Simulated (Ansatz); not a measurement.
Crystal: ZnSe (Stilleite).

```
Se Zn
1.0
     0.00000    2.83380    2.83380
     2.83380    0.00000    2.83380
     2.83380    2.83380    0.00000
Se Zn
1 1
Direct
  0.75000 0.75000 0.75000
  0.00000 0.00000 0.00000
```

Program: Ansatz 0.2.0. Alike in all runs: cell as given.

Problem. Order these runs on this cell by their pressure, lowest first.
A. level LDA; potentials or basis all-electron LAPW, scalar-relativistic; spin off; k mesh 8 × 8 × 8; cutoff (eV) 311; smearing gaussian 0.1 eV; basis error allowed 0.001 eV/atom
B. level PBEsol; potentials or basis all-electron LAPW, relativistic spinors; spin SOC, no magnetisation; k mesh 6 × 6 × 6; cutoff (eV) 311; smearing fermi-dirac 0.05 eV; basis error allowed 0.001 eV/atom
C. level revPBE; potentials or basis all-electron LAPW, scalar-relativistic; spin off; k mesh 8 × 8 × 8; cutoff (eV) 311; smearing fermi-dirac 0.05 eV; basis error allowed 0.001 eV/atom
D. level PBE; potentials or basis all-electron LAPW, scalar-relativistic; spin off; k mesh 6 × 6 × 6; cutoff (eV) 286; smearing fermi-dirac 0.06 eV; basis error allowed 0.002 eV/atom
E. level BLYP; potentials or basis all-electron LAPW, scalar-relativistic; spin off; k mesh 8 × 8 × 8; cutoff (eV) 311; smearing fermi-dirac 0.05 eV; basis error allowed 0.001 eV/atom

Solution. A (-3.4 GPa), B (-1.1 GPa), D (2.1 GPa), C (3.8 GPa), E (5.5 GPa).

Not every run made on this cell is shown here.
